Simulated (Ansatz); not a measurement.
Crystal: Ge.

```
Ge
1.0
    -2.49590    2.65086    1.43695
     2.49590   -2.65086    1.43695
     2.49590    2.65086   -1.43695
Ge
2
Direct
  0.31406 0.06406 0.25000
  0.68594 0.93594 0.75000
```

This isn't the form of Ge at room conditions, which is diamond.

| Quantity | Value |
| --- | --- |
| Program | Ansatz 0.2.0 |
| Task | relaxation of cell and atoms |
| Functional | HF |
| Potentials or basis | Ansatz PAW |
| Cutoff | 420 eV (not typed: the program's choice for these potentials) |
| k mesh | 6 × 6 × 6 |
| Occupations | fermi-dirac, width 0.05 eV |
| Spin | no spin polarisation |

At the start: volume 19.01 Å³/atom.

Problem. Where does the relaxation end?

Solution. It ends after 6 steps and the volume is 20.01 Å³/atom (+5.2 %); space group Imma (No. 74, to 0.05 Å).

The path:
```tsv
step	energy change (eV)	largest force (eV/Å)	volume (Å³)
1	0.0000	0.2565	38.03
2	-0.0353	0.0464	41.25
3	-0.0444	0.0268	40.23
4	-0.0451	0.0044	40.02
5	-0.0451	0.0003	40.01
6	-0.0464	0.0004	40.01
```

Final structure:
```
Ge
1.0
    -2.52033    2.70874    1.46525
     2.52033   -2.70874    1.46525
     2.52033    2.70874   -1.46525
Ge
2
Direct
  0.33709 0.08709 0.25000
  0.66291 0.91291 0.75000
```

Caveat: the k mesh is coarse (spacing up to 0.42 Å⁻¹), so the values aren't converged, least of all with exact exchange; the plane-wave basis is chosen anew once the cell has moved, so the energies of steps on either side of that aren't comparable; the PAW data sets come from PBE, with cores solved anew for the run's functional, which leaves a small shift of forces and pressure.
